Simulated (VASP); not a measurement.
# ZnSe (Stilleite) (F-43m) in VASP: a series of runs, part 2 of 2

VASP 6.6.1. Earlier steps stand in the parts before.

## (4) G0W0 quasiparticle levels, PBE

Input file POSCAR:

```
ZnSe
1.0
    0.0000000000      2.8338000000      2.8338000000
    2.8338000000      0.0000000000      2.8338000000
    2.8338000000      2.8338000000      0.0000000000
Se Zn
1 1
Direct
    0.7500000000      0.7500000000      0.7500000000
    0.0000000000      0.0000000000      0.0000000000
```

Input file INCAR.step1:

```
ALGO = Normal
EDIFF = 1E-8
ENCUT = 450
GGA = PE
ISMEAR = 0
LASPH = T
LCHARG = F
LREAL = F
LWAVE = T
NELM = 100
PREC = Accurate
SIGMA = 0.01
```

Input file INCAR.step2:

```
ALGO = Exact
EDIFF = 1E-8
ENCUT = 450
GGA = PE
ISMEAR = 0
ISTART = 1
LASPH = T
LCHARG = F
LOPTICS = T
LREAL = F
LWAVE = T
NBANDS = 118
NELM = 1
PREC = Accurate
SIGMA = 0.01
```

Input file INCAR.step3:

```
ALGO = EVGW0
EDIFF = 1E-8
ENCUT = 450
ENCUTGW = 75
GGA = PE
ISMEAR = 0
ISTART = 1
LASPH = T
LCHARG = F
LREAL = F
LWAVE = F
NBANDS = 118
NBANDSGW = 17
NELMGW = 1
NOMEGA = 48
PREC = Accurate
PRECFOCK = Fast
SIGMA = 0.01
```

Input file KPOINTS:

```
k-points
0
Gamma
  3 3 3
```

Potentials or basis: VASP PAW PBE potentials, release 64 (Se_GW, Zn_GW).

The run is started by

```sh
> cat potpaw_PBE.64/Se_GW/POTCAR potpaw_PBE.64/Zn_GW/POTCAR > POTCAR
> cp INCAR.step1 INCAR
> mpirun -np 1 vasp_std > vasp.out
> cp INCAR.step2 INCAR
> mpirun -np 1 vasp_std > vasp.out
> cp INCAR.step3 INCAR
> mpirun -np 1 vasp_std > vasp.out
```

OUTCAR:

```text
EDIFF = 1E-8
   ENCUT = 450
   ENCUTGW = 75
   GGA = PE
   ISMEAR = 0
   ISTART = 1
   LASPH = T
   LREAL = F
   NELMGW = 1
   PREC = Accurate
   PRECFOCK = Fast

 Found      4 irreducible k-points:

 Following reciprocal coordinates:
            Coordinates               Weight
  0.000000  0.000000  0.000000      1.000000
  0.333333  0.000000  0.000000      8.000000
  0.333333  0.333333  0.000000      6.000000
 -0.333333  0.333333  0.000000     12.000000
   k-points           NKPTS =      4   k-points in BZ     NKDIM =     27   number of bands    NBANDS=    118
   number of dos      NEDOS =    301   number of ions     NIONS =      2
   total plane-waves  NPLWV =  21952
   dimension x,y,z NGX =    28 NGY =   28 NGZ =   28
   dimension x,y,z NGXF=    56 NGYF=   56 NGZF=   56
   ions per type =               1   1
   NGX,Y,Z   is equivalent  to a cutoff of  11.62, 11.62, 11.62 a.u.
   NGXF,Y,Z  is equivalent  to a cutoff of  23.23, 23.23, 23.23 a.u.
 SYSTEM =  unknown system
   PREC   = accura    normal or accurate (medium, high low for compatibility)
   ISTART =      1    job   : 0-new  1-cont  2-samecut
[... 32 lines left out ...]
   GGA     = PE    functional components
   LHFCALC =     T    Hartree Fock is set to
   PRECFOCK=fast      Normal, Fast or Accurate (Low or Medium for compatibility)
   ENCUT4O =  -1.0   cutoff for four orbital integrals eV
   NKREDX  =     1    reduce k-point grid by
   NKREDY  =     1    reduce k-point grid by
   NKREDZ  =     1    reduce k-point grid by
   AEXX    =    1.0000 exact exchange contribution
   HFSCREEN=    0.0000 screening length (either q_TF or 0.3 A-1)
   HFSCREENC=   0.0000 screening length for correlation (either q_TF or 0.3 A-1)
   ENCUTFOCK=  -1.0 apply spherical cutoff to Coloumb kernel
   IVDW    =     0    specifies the selected vdW correction
   LEPSILON=     F    determine dielectric tensor
   LRPA    =     F    only Hartree local field effects (RPA)
   LRPAFORCE           =     F    calculate RPA forces
   ENCUTGW             =  75.0    cutoff for response function in eV
   ENCUTGWSOFT         =  60.0    soft cutoff for Coulomb kernel in GW response function in eV
   ENCUTLF             =  -1.0    cutoff for local field effects
   NELMGW              =     1    number of iterations in solving QP/BSE equation
   NELMHF              =     1    number of iterations in the inner HF iteration
   NKREDLFX            =     1    NKREDLFY  =   1   NKREDLFZ  =   1
 non-spin polarized calculation
 Gauss-broadening in eV      SIGMA  =   0.01
  energy-cutoff  :      450.00
  volume of cell :       45.51
 maximum number of plane-waves:      1002
  NGX = 16; NGY = 16; NGZ = 16
   NGX = 13   NGY = 13   NGZ = 13
 maximum number of plane-waves:        72
 NGX is ok and might be reduce to    14

 QP shifts <psi_nk| G(iteration)W_0 |psi_nk>: iteration 1
 for sc-GW calculations column KS-energies equals QP-energies in previous step
 and V_xc(KS)=  KS-energies - (<T + V_ion + V_H > + <T+V_H+V_ion>^1  + <V_x>^1)

 k-point   1 :       0.0000    0.0000    0.0000
  band No.  KS-energies  QP-energies   sigma(KS)   V_xc(KS)     V^pw_x(r,r')   Z            occupation Imag(sigma)

      1     -10.5025     -10.8473     -12.8248     -12.3078     -19.8306       0.6668       2.0000       1.1664
      2      -3.8950      -5.9158     -22.7020     -19.7053     -30.8897       0.6743       2.0000       0.2258
      3      -3.8950      -5.9158     -22.7020     -19.7053     -30.8897       0.6743       2.0000       0.2258
      4      -3.8950      -5.9158     -22.7020     -19.7053     -30.8897       0.6743       2.0000       0.2258
      5      -3.5352      -5.6844     -23.6630     -20.4968     -32.0216       0.6788       2.0000       0.2015
      6      -3.5352      -5.6844     -23.6630     -20.4968     -32.0216       0.6788       2.0000       0.2015
[... 59 lines left out ...]
      3      -3.7177      -5.7957     -23.1466     -20.0899     -31.4135       0.6798       2.0000       0.2208
      4      -3.5758      -5.7234     -23.5490     -20.3898     -31.9116       0.6798       2.0000       0.2097
      5      -3.5272      -5.6909     -23.6723     -20.5059     -32.0440       0.6833       2.0000       0.2040
      6      -3.2992      -5.3801     -23.2700     -20.2218     -31.4303       0.6827       2.0000       0.2186
[... 9 lines left out ...]
     16      18.2675      18.3663      -8.8314      -8.9631      -2.8492       0.7500       0.0000      -0.6513
     17      18.9634      18.9297      -8.4925      -8.4479      -2.5833       0.7557       0.0000      -0.6787
```

OUTCAR.step1:

```text
EDIFF = 1E-8
   ENCUT = 450
   GGA = PE
   ISMEAR = 0
   LASPH = T
[... 170 lines left out ...]
 -----------------------------------------------------------------------------------
      4.25070      4.25070      4.25070        -0.000000     -0.000000     -0.000000
      0.00000      0.00000      0.00000         0.000000      0.000000      0.000000
 -----------------------------------------------------------------------------------
    total drift:                               -0.000001     -0.000001     -0.000001

  FREE ENERGIE OF THE ION-ELECTRON SYSTEM (eV)
  ---------------------------------------------------
  free  energy   TOTEN  =        -5.7435854918 eV

  energy  without entropy=       -5.7435854918  energy(sigma->0) =       -5.74358549
```

Wall time 30 s (1 thread of AMD EPYC 9R45 (Zen 5), shared host); peak memory 0.25 GiB.

These settings aren't checked as converged: the numbers below hold their error.

What came out:

```
Band gap on the k mesh, mean-field level : 1.24 eV, direct
Quasiparticle gap                        : 2.31 eV
Least direct quasiparticle gap           : 2.31 eV
```

Caveat: the k mesh is coarse (spacing up to 0.64 Å⁻¹), so the values aren't converged; bands, screening cutoff and mesh are small and nothing is extrapolated, so the quasiparticle values aren't converged.

## (5) G0W0 quasiparticle levels, PBE

POSCAR is that of step 4.

INCAR.step1 is that of step 4.

INCAR.step2: that of step 4 with these lines changed.

```diff
@@ -11,3 +11,3 @@
 LWAVE = T
-NBANDS = 118
+NBANDS = 36
 NELM = 1
```

INCAR.step3: that of step 4 with these lines changed.

```diff
@@ -3,3 +3,3 @@
 ENCUT = 450
-ENCUTGW = 75
+ENCUTGW = 100
 GGA = PE
@@ -11,3 +11,3 @@
 LWAVE = F
-NBANDS = 118
+NBANDS = 36
 NBANDSGW = 17
```

Input file KPOINTS:

```
k-points
0
Gamma
  5 5 5
```

Potentials or basis: VASP PAW PBE potentials, release 64 (Se_GW, Zn_GW).

The run is started by

```sh
> cat potpaw_PBE.64/Se_GW/POTCAR potpaw_PBE.64/Zn_GW/POTCAR > POTCAR
> cp INCAR.step1 INCAR
> mpirun -np 1 vasp_std > vasp.out
> cp INCAR.step2 INCAR
> mpirun -np 1 vasp_std > vasp.out
> cp INCAR.step3 INCAR
> mpirun -np 1 vasp_std > vasp.out
```

OUTCAR:

```text
EDIFF = 1E-8
   ENCUT = 450
   ENCUTGW = 100
   GGA = PE
   ISMEAR = 0
   ISTART = 1
   LASPH = T
   LREAL = F
   NELMGW = 1
   PREC = Accurate
   PRECFOCK = Fast

 Found     10 irreducible k-points:

 Following reciprocal coordinates:
            Coordinates               Weight
  0.000000  0.000000  0.000000      1.000000
  0.200000  0.000000  0.000000      8.000000
  0.400000  0.000000  0.000000      8.000000
  0.200000  0.200000  0.000000      6.000000
  0.400000  0.200000  0.000000     24.000000
 -0.400000  0.200000  0.000000     24.000000
   k-points           NKPTS =     10   k-points in BZ     NKDIM =    125   number of bands    NBANDS=     36
   number of dos      NEDOS =    301   number of ions     NIONS =      2
   total plane-waves  NPLWV =  21952
   dimension x,y,z NGX =    28 NGY =   28 NGZ =   28
   dimension x,y,z NGXF=    56 NGYF=   56 NGZF=   56
   ions per type =               1   1
   NGX,Y,Z   is equivalent  to a cutoff of  11.62, 11.62, 11.62 a.u.
   NGXF,Y,Z  is equivalent  to a cutoff of  23.23, 23.23, 23.23 a.u.
 SYSTEM =  unknown system
   PREC   = accura    normal or accurate (medium, high low for compatibility)
   ISTART =      1    job   : 0-new  1-cont  2-samecut
[... 31 lines left out ...]
   LORBIT       =      0    0 simple, 1 ext, 2 COOP (PROOUT), +10 PAW based schemes
   GGA     = PE    functional components
   LHFCALC =     T    Hartree Fock is set to
   PRECFOCK=fast      Normal, Fast or Accurate (Low or Medium for compatibility)
   ENCUT4O =  -1.0   cutoff for four orbital integrals eV
   NKREDX  =     1    reduce k-point grid by
   NKREDY  =     1    reduce k-point grid by
   NKREDZ  =     1    reduce k-point grid by
   AEXX    =    1.0000 exact exchange contribution
   HFSCREEN=    0.0000 screening length (either q_TF or 0.3 A-1)
   HFSCREENC=   0.0000 screening length for correlation (either q_TF or 0.3 A-1)
   ENCUTFOCK=  -1.0 apply spherical cutoff to Coloumb kernel
   IVDW    =     0    specifies the selected vdW correction
   LEPSILON=     F    determine dielectric tensor
   LRPA    =     F    only Hartree local field effects (RPA)
   LRPAFORCE           =     F    calculate RPA forces
   ENCUTGW             = 100.0    cutoff for response function in eV
   ENCUTGWSOFT         =  80.0    soft cutoff for Coulomb kernel in GW response function in eV
   ENCUTLF             =  -1.0    cutoff for local field effects
   NELMGW              =     1    number of iterations in solving QP/BSE equation
   NELMHF              =     1    number of iterations in the inner HF iteration
   NKREDLFX            =     1    NKREDLFY  =   1   NKREDLFZ  =   1
 non-spin polarized calculation
 Gauss-broadening in eV      SIGMA  =   0.01
  energy-cutoff  :      450.00
  volume of cell :       45.51
 maximum number of plane-waves:       990
  NGX = 16; NGY = 16; NGZ = 16
   NGX = 13   NGY = 13   NGZ = 13
 maximum number of plane-waves:       113

 QP shifts <psi_nk| G(iteration)W_0 |psi_nk>: iteration 1
 for sc-GW calculations column KS-energies equals QP-energies in previous step
 and V_xc(KS)=  KS-energies - (<T + V_ion + V_H > + <T+V_H+V_ion>^1  + <V_x>^1)

 k-point   1 :       0.0000    0.0000    0.0000
  band No.  KS-energies  QP-energies   sigma(KS)   V_xc(KS)     V^pw_x(r,r')   Z            occupation Imag(sigma)

      1     -10.6025     -10.7221     -12.5010     -12.3153     -19.8485       0.6438       2.0000       1.1591
      2      -3.8946      -5.6987     -22.3625     -19.6813     -30.8168       0.6729       2.0000       0.2521
      3      -3.8946      -5.6987     -22.3625     -19.6813     -30.8168       0.6729       2.0000       0.2521
      4      -3.8946      -5.6987     -22.3625     -19.6813     -30.8168       0.6729       2.0000       0.2521
      5      -3.5258      -5.4747     -23.3657     -20.5000     -32.0185       0.6801       2.0000       0.2261
      6      -3.5258      -5.4747     -23.3657     -20.5000     -32.0185       0.6801       2.0000       0.2261
[... 102 lines left out ...]
      4      -3.5522      -5.4723     -23.1255     -20.2951     -31.7279       0.6784       2.0000       0.2335
      5      -3.5175      -5.4631     -23.3825     -20.5195     -32.0527       0.6796       2.0000       0.2289
      6      -3.3479      -5.2097     -22.9196     -20.1812     -31.3718       0.6799       2.0000       0.2411
[... 9 lines left out ...]
     16      15.7573      16.2169      -7.4906      -8.0896      -2.6478       0.7672       0.0000      -0.4532
     17      17.7712      18.7883      -9.3722     -10.7158      -4.0529       0.7570       0.0000      -0.7885

 [... further k-points ...]
```

OUTCAR.step1:

```text
EDIFF = 1E-8
   ENCUT = 450
   GGA = PE
   ISMEAR = 0
   LASPH = T
[... 206 lines left out ...]
 -----------------------------------------------------------------------------------
      4.25070      4.25070      4.25070         0.000000     -0.000000      0.000000
      0.00000      0.00000      0.00000        -0.000000      0.000000     -0.000000
 -----------------------------------------------------------------------------------
    total drift:                               -0.000001     -0.000001     -0.000001

  FREE ENERGIE OF THE ION-ELECTRON SYSTEM (eV)
  ---------------------------------------------------
  free  energy   TOTEN  =        -6.0061214208 eV

  energy  without entropy=       -6.0061214208  energy(sigma->0) =       -6.00612142
```

OUTCAR.step2:

```text
EDIFF = 1E-8
   ENCUT = 450
   GGA = PE
   ISMEAR = 0
[... 590 lines left out ...]
  --------------------------------------------------------------------------------------------------------------
     0.00000    10.74053    10.74053    10.74053    -0.00000    -0.00000    -0.00000
     0.64222    11.70237    11.70237    11.70237    -0.00000    -0.00000    -0.00000
     1.28444     6.67496     6.67496     6.67496    -0.00000    -0.00000    -0.00000
     1.92666     7.77883     7.77883     7.77883    -0.00000    -0.00000    -0.00000
     2.56888    12.63234    12.63234    12.63234    -0.00000    -0.00000    -0.00000
     3.21110     7.23468     7.23468     7.23468    -0.00000     0.00000    -0.00000
[... 92 lines left out ...]
    62.93758     0.91454     0.91454     0.91454     0.00000     0.00000     0.00000
    63.57980     0.91643     0.91643     0.91643     0.00000     0.00000     0.00000
```

Wall time 100 s (1 thread of AMD EPYC 9R45 (Zen 5), shared host); peak memory 0.33 GiB.

These settings aren't checked as converged: the numbers below hold their error.

Results:

| Quantity | Value |
| --- | --- |
| Band gap on the k mesh, mean-field level | 1.27 eV, direct |
| Quasiparticle gap | 2.46 eV |
| Least direct quasiparticle gap | 2.46 eV |

Caveat: bands, screening cutoff and mesh are small and nothing is extrapolated, so the quasiparticle values aren't converged.

## (6) G0W0 quasiparticle levels, PBE

POSCAR is that of step 5.

INCAR.step1 is that of step 5.

INCAR.step2: that of step 5 with these lines changed.

```diff
@@ -11,3 +11,3 @@
 LWAVE = T
-NBANDS = 36
+NBANDS = 191
 NELM = 1
```

INCAR.step3: that of step 5 with these lines changed.

```diff
@@ -11,3 +11,3 @@
 LWAVE = F
-NBANDS = 36
+NBANDS = 191
 NBANDSGW = 17
```

Input file KPOINTS:

```
k-points
0
Gamma
  3 3 3
```

Potentials or basis: VASP PAW PBE potentials, release 64 (Se_GW, Zn_GW).

The run is started by

```sh
> cat potpaw_PBE.64/Se_GW/POTCAR potpaw_PBE.64/Zn_GW/POTCAR > POTCAR
> cp INCAR.step1 INCAR
> mpirun -np 1 vasp_std > vasp.out
> cp INCAR.step2 INCAR
> mpirun -np 1 vasp_std > vasp.out
> cp INCAR.step3 INCAR
> mpirun -np 1 vasp_std > vasp.out
```

OUTCAR:

```text
EDIFF = 1E-8
   ENCUT = 450
   ENCUTGW = 100
   GGA = PE
   ISMEAR = 0
   ISTART = 1
   LASPH = T
   LREAL = F
   NELMGW = 1
   PREC = Accurate
   PRECFOCK = Fast

 Found      4 irreducible k-points:

 Following reciprocal coordinates:
            Coordinates               Weight
  0.000000  0.000000  0.000000      1.000000
  0.333333  0.000000  0.000000      8.000000
  0.333333  0.333333  0.000000      6.000000
 -0.333333  0.333333  0.000000     12.000000
   k-points           NKPTS =      4   k-points in BZ     NKDIM =     27   number of bands    NBANDS=    191
   number of dos      NEDOS =    301   number of ions     NIONS =      2
   total plane-waves  NPLWV =  21952
   dimension x,y,z NGX =    28 NGY =   28 NGZ =   28
   dimension x,y,z NGXF=    56 NGYF=   56 NGZF=   56
   ions per type =               1   1
   NGX,Y,Z   is equivalent  to a cutoff of  11.62, 11.62, 11.62 a.u.
   NGXF,Y,Z  is equivalent  to a cutoff of  23.23, 23.23, 23.23 a.u.
[... 32 lines left out ...]
  Fermi-wavevector in a.u.,A,eV,Ry     =   1.201673  2.270834 19.647073  1.444019
  Thomas-Fermi vector in A             =   2.337476
   LORBIT       =      0    0 simple, 1 ext, 2 COOP (PROOUT), +10 PAW based schemes
   GGA     = PE    functional components
   LHFCALC =     T    Hartree Fock is set to
   PRECFOCK=fast      Normal, Fast or Accurate (Low or Medium for compatibility)
   ENCUT4O =  -1.0   cutoff for four orbital integrals eV
   NKREDX  =     1    reduce k-point grid by
   NKREDY  =     1    reduce k-point grid by
   NKREDZ  =     1    reduce k-point grid by
   AEXX    =    1.0000 exact exchange contribution
   HFSCREEN=    0.0000 screening length (either q_TF or 0.3 A-1)
   HFSCREENC=   0.0000 screening length for correlation (either q_TF or 0.3 A-1)
   ENCUTFOCK=  -1.0 apply spherical cutoff to Coloumb kernel
   IVDW    =     0    specifies the selected vdW correction
   LEPSILON=     F    determine dielectric tensor
   LRPA    =     F    only Hartree local field effects (RPA)
   LRPAFORCE           =     F    calculate RPA forces
   ENCUTGW             = 100.0    cutoff for response function in eV
   ENCUTGWSOFT         =  80.0    soft cutoff for Coulomb kernel in GW response function in eV
   ENCUTLF             =  -1.0    cutoff for local field effects
   NELMGW              =     1    number of iterations in solving QP/BSE equation
   NELMHF              =     1    number of iterations in the inner HF iteration
   NKREDLFX            =     1    NKREDLFY  =   1   NKREDLFZ  =   1
 non-spin polarized calculation
 Gauss-broadening in eV      SIGMA  =   0.01
  energy-cutoff  :      450.00
  volume of cell :       45.51
 maximum number of plane-waves:      1002
  NGX = 16; NGY = 16; NGZ = 16
   NGX = 13   NGY = 13   NGZ = 13
 maximum number of plane-waves:       113
 NGX is ok and might be reduce to    14

 QP shifts <psi_nk| G(iteration)W_0 |psi_nk>: iteration 1
 for sc-GW calculations column KS-energies equals QP-energies in previous step
 and V_xc(KS)=  KS-energies - (<T + V_ion + V_H > + <T+V_H+V_ion>^1  + <V_x>^1)

 k-point   1 :       0.0000    0.0000    0.0000
  band No.  KS-energies  QP-energies   sigma(KS)   V_xc(KS)     V^pw_x(r,r')   Z            occupation Imag(sigma)

      1     -10.5025     -10.9749     -13.0201     -12.3078     -19.8306       0.6632       2.0000       1.1437
      2      -3.8950      -5.6609     -22.3400     -19.7053     -30.8897       0.6702       2.0000       0.2203
      3      -3.8950      -5.6609     -22.3400     -19.7053     -30.8897       0.6702       2.0000       0.2203
      4      -3.8950      -5.6609     -22.3400     -19.7053     -30.8897       0.6702       2.0000       0.2203
      5      -3.5352      -5.3978     -23.2574     -20.4968     -32.0216       0.6747       2.0000       0.1977
      6      -3.5352      -5.3978     -23.2574     -20.4968     -32.0216       0.6747       2.0000       0.1977
[... 59 lines left out ...]
      3      -3.7177      -5.5258     -22.7628     -20.0899     -31.4135       0.6765       2.0000       0.2152
      4      -3.5758      -5.4354     -23.1417     -20.3898     -31.9116       0.6758       2.0000       0.2050
      5      -3.5272      -5.3996     -23.2626     -20.5059     -32.0440       0.6793       2.0000       0.1990
      6      -3.2992      -5.1059     -22.8795     -20.2218     -31.4303       0.6798       2.0000       0.2137
[... 9 lines left out ...]
     16      18.2675      18.2852      -8.9394      -8.9631      -2.8492       0.7448       0.0000      -0.6274
     17      18.9634      18.8719      -8.5692      -8.4479      -2.5833       0.7542       0.0000      -0.6553
```

OUTCAR.step2:

```text
EDIFF = 1E-8
   ENCUT = 450
   GGA = PE
   ISMEAR = 0
[... 537 lines left out ...]
  --------------------------------------------------------------------------------------------------------------
     0.00000    28.38846    28.38846    28.38846     0.00000     0.00000     0.00000
     1.92812     4.68174     4.68174     4.68174     0.00000     0.00000     0.00000
     3.85625    -4.66302    -4.66302    -4.66302    -0.00000    -0.00000    -0.00000
     5.78437   -18.95362   -18.95362   -18.95362    -0.00000    -0.00000    -0.00000
     7.71250    -7.88888    -7.88888    -7.88888    -0.00000    -0.00000    -0.00000
     9.64062    -2.59581    -2.59581    -2.59581     0.00000    -0.00000    -0.00000
[... 92 lines left out ...]
   188.95619     0.98536     0.98536     0.98536    -0.00000    -0.00000    -0.00000
   190.88432     0.98568     0.98568     0.98568    -0.00000    -0.00000    -0.00000
```

It took 42 s on 1 thread of AMD EPYC 9R45 (Zen 5), shared host; peak memory 0.26 GiB.

The run converged, but some of its settings lie outside the range that counts as converged, so its numbers aren't taken as properties of the crystal.

What came out:

| Quantity | Value |
| --- | --- |
| Band gap on the k mesh, mean-field level | 1.24 eV, direct |
| Quasiparticle gap | 2.32 eV |
| Least direct quasiparticle gap | 2.32 eV |

Caveat: the k mesh is coarse (spacing up to 0.64 Å⁻¹), so the values aren't converged; bands, screening cutoff and mesh are small and nothing is extrapolated, so the quasiparticle values aren't converged.

## (7) For comparison

An earlier run on the cell as given: functional PBE; potentials or basis VASP PAW PBE potentials, release 64 (Se, Zn); cutoff 520 eV; k mesh 8 × 8 × 8; occupations fermi-dirac, width 0.05 eV; no spin polarisation.

* Pressure: 2.3 GPa
* Band gap on the k mesh: 1.29 eV, direct
